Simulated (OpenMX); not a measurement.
Pt:

```
Pt
1.0
     0.00000    1.96090    1.96090
     1.96090    0.00000    1.96090
     1.96090    1.96090    0.00000
Pt
1
Direct
  0.00000 0.00000 0.00000
```

- Program: OpenMX 3.8.5
- Task: single point
- Functional: PBE
- Potentials or basis: OpenMX 2013 PBE set, Pt7.0-s3p2d2f1, grid cutoff 400 Ry
- k mesh: 13 × 13 × 13
- Occupations: fermi-dirac, width 0.05 eV
- Spin: no spin polarisation

On this cell: pressure 12.8 GPa; band gap on the k mesh none (metal or under the smearing width).

The same run follows on a disturbed copy (cell strained at random at fixed volume):

```
CELL_PARAMETERS angstrom
-0.01330 1.93575 1.94453
1.97104 0.00303 1.92819
2.00088 1.94926 -0.02681
ATOMIC_POSITIONS crystal
Pt 0.98674 0.01995 0.00694
```

Task: What changes?

Result: The energy (extrapolated to zero smearing) moves by +3.0 meV/atom; pressure 12.6 GPa; band gap on the k mesh none (metal or under the smearing width).

Caveats: the basis of atomic orbitals isn't converged, which shifts pressures, moduli and gaps.
